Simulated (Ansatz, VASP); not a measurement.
**Nb: VASP beside Ansatz**

The input INCAR:

```
SYSTEM = Nb
PREC = Accurate
ENCUT = 520
EDIFF = 1E-6
ISMEAR = -1
SIGMA = 0.05
LREAL = .False.
LASPH = .True.
NELM = 100
ALGO = Fast
ISIF = 2
LWAVE = .False.
LCHARG = .False.
LDIPOL = .True.
IDIPOL = 3
DIPOL = 0.5 0.5 0.500
GGA = PE
EFIELD = 0
LVHAR = .True.
LVACPOTAV = .True.
```

KPOINTS

```
Automatic mesh
0
Gamma
  8 8 1
  0 0 0
```

POSCAR

```
Nb
1.0
    3.3279000000      0.0000000000      0.0000000000
    0.0000000000      3.3279000000      0.0000000000
    0.0000000000      0.0000000000     24.9837000000
Nb
7
Direct
    0.5000000000      0.5000000000      0.3001957276
    0.0000000000      0.0000000000      0.3667971517
    0.5000000000      0.5000000000      0.4333985759
    0.0000000000      0.0000000000      0.5000000000
    0.5000000000      0.5000000000      0.5666014241
    0.0000000000      0.0000000000      0.6332028483
    0.5000000000      0.5000000000      0.6998042724
```

The input input.yaml:

```yaml
crystal:
  lattice:
    - [3.3279, 0.0, 0.0]
    - [0.0, 3.3279, 0.0]
    - [0.0, 0.0, 24.9837]
  atoms:
    - { symbol: Nb, position: [0.5, 0.5, 0.3001957276] }
    - { symbol: Nb, position: [0.0, 0.0, 0.3667971517] }
    - { symbol: Nb, position: [0.5, 0.5, 0.4333985759] }
    - { symbol: Nb, position: [0.0, 0.0, 0.5] }
    - { symbol: Nb, position: [0.5, 0.5, 0.5666014241] }
    - { symbol: Nb, position: [0.0, 0.0, 0.6332028483] }
    - { symbol: Nb, position: [0.5, 0.5, 0.6998042724] }
hamiltonian:
  xc: pbe
  pseudopotentials: { kind: paw }
kpoints:
  mp_grid: { grid: [8, 8, 1] }
scf:
  occupations: { method: fermi_dirac, width: 0.05 }
output:
  forces: true
  eigenvalues: true
efield:
  axis: 3
  dipole_correction: true
  ramp_width: 0.04
```

The slab is cut from a database's or a generator's crystal, which needn't be the stable form of the element.

Alike in both runs: functional PBE; k mesh 8 × 8 × 1; occupations fermi-dirac, width 0.05 eV; no spin polarisation.

|  | VASP | Ansatz |
| --- | --- | --- |
| version | VASP 6.6.1 | Ansatz 0.2.0 |
| potentials or method | VASP PAW PBE potentials, release 64 (Nb_sv) | Ansatz PAW |
| plane-wave cutoff (eV) | 520 | 420 |
| valence electrons in the cell | 91 | 91 |
| task | work function | single point |

|  | VASP | Ansatz | Ansatz less VASP |
| --- | --- | --- | --- |
| gap on the k mesh at the Fermi level (eV) | none | none | - |
| rms of the force components (eV/Å) | 0.455 | 0.451 | -0.0045 |
| work function, face that differs most (eV) | 3.73 | 3.73 | -0.004 |

Atom by atom the forces differ by 0.006 eV/Å (rms over components). A gap of «none» marks a metal or a gap that the smearing closes.
